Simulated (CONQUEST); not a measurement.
Crystal: AlN.

```
Al N
1.0
     3.11300    0.00000    0.00000
     0.00000    4.98100    0.00000
     0.00000    0.00000    5.39187
Al N
4 4
Direct
  0.00000 0.50000 0.33333
  0.50000 0.50000 0.83333
  0.00000 0.00000 0.66667
  0.50000 0.00000 0.16667
  0.00000 0.88000 0.33333
  0.50000 0.88000 0.83333
  0.00000 0.38000 0.66667
  0.50000 0.38000 0.16667
```

Base run:

| Quantity | Value |
| --- | --- |
| Program | CONQUEST 1.3 |
| Functional | PBE |
| Potentials or basis | PseudoDojo NC PBE, SZ, grid cutoff 150 Ha |
| k mesh | 7 × 5 × 4 |
| Occupations | fermi-dirac, width 0.05 eV |
| Spin | no spin polarisation |

Its results: band gap on the k mesh 3.99 eV; pressure 21.8 GPa; largest force 0.031 eV/Å.

Task: After a change of settings the same cell gave: band gap on the k mesh 4.17 eV; pressure 11.8 GPa; largest force 0.180 eV/Å. Which change was it?
A. potentials or basis from PseudoDojo NC PBE, SZ, grid cutoff 150 Ha to PseudoDojo NC PBE, SZP, grid cutoff 150 Ha
B. potentials or basis from PseudoDojo NC PBE, SZ, grid cutoff 150 Ha to PseudoDojo NC PBE, DZP, grid cutoff 150 Ha
C. potentials or basis from PseudoDojo NC PBE, SZ, grid cutoff 150 Ha to PseudoDojo NC PBE, DZ, grid cutoff 150 Ha

Result: C.

Caveats: the atomic basis is small; an odd mesh through Γ misses points on the zone boundary, where band edges often lie; the basis of atomic orbitals isn't converged, which shifts pressures, moduli and gaps; so large a pressure means that the cell lies far from this level's equilibrium, or that cutoff or potentials fall short (some runs).
